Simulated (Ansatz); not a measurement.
## Zn in Ansatz: the effect of functional

Zn:

```
Zn
1.0
    -1.53701    1.53701    1.53701
     1.53701   -1.53701    1.53701
     1.53701    1.53701   -1.53701
Zn
1
Direct
  0.00000 0.00000 0.00000
```

This isn't the form of Zn at room conditions, which is hcp.

The cell isn't the ideal one: volume scaled by 0.94.

Alike in all runs:

| Quantity | Value |
| --- | --- |
| Program | Ansatz 0.2.0 |
| Task | single point |
| Potentials or basis | Ansatz PAW |
| k mesh | 12 × 12 × 12 |
| Occupations | fermi-dirac, width 0.05 eV |
| Spin | no spin polarisation |

```tsv
functional	cutoff	pressure (GPa)
LDA	420 eV (not typed: the program's choice for these potentials)	?
PBEsol	420 eV (not typed: the program's choice for these potentials)	-1.4
r2SCAN	500 eV (not typed: the program's choice for these potentials)	-0.9
```

Problem. What does the run with functional LDA give?

Solution. Pressure -5.0 GPa.

Caveats: the PAW data sets come from PBE, with cores solved anew for the run's functional, which leaves a small shift of forces and pressure.
